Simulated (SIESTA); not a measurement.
MnF2:

```
CELL_PARAMETERS angstrom
4.87380 0.00000 0.00000
0.00000 4.87380 0.00000
0.00000 0.00000 3.31070
ATOMIC_POSITIONS crystal
Mn 0.50000 0.50000 0.50000
Mn 0.00000 0.00000 0.00000
F 0.80530 0.19470 0.50000
F 0.69470 0.69470 0.00000
F 0.19470 0.80530 0.50000
F 0.30530 0.30530 0.00000
```

Base run:

* Program: SIESTA 5.4.2
* Functional: LDA
* Potentials or basis: PseudoDojo 0.4 standard (LDA files)
* Basis: DZP (energy shift 0.003 Ry; two zetas on semicore shells)
* Grid cutoff: 800 Ry
* Energy shift: 0.003 Ry
* k mesh: 6 × 6 × 8
* Occupations: fermi-dirac, width 0.05 eV
* Spin: collinear spin, ferromagnetic start
* Starting moments: [4.0, 4.0, 0.0, 0.0, 0.0, 0.0] μB

Its results: band gap on the k mesh 1.12 eV, direct; pressure -5.7 GPa; net moment 10.00 μB per cell; site moments Mn +4.83; F +0.09 μB; largest force 0.065 eV/Å.

Question: The run is repeated on the same cell with these changes: functional from LDA to PBEsol; potentials or basis from PseudoDojo 0.4 standard (LDA files) to PseudoDojo 0.4 standard (PBEsol files). What comes out?

Answer: Band gap on the k mesh 1.28 eV, direct; pressure -0.7 GPa; net moment 10.00 μB per cell; site moments Mn +4.86; F +0.07 μB; largest force 0.032 eV/Å.

Caveats: short orbitals over semicore shells can move pressures by several GPa; the basis of atomic orbitals isn't converged, which shifts pressures, moduli and gaps; only a ferromagnetic start was run, and an antiferromagnetic order may lie lower in energy.

Not every run made on this cell is shown here.
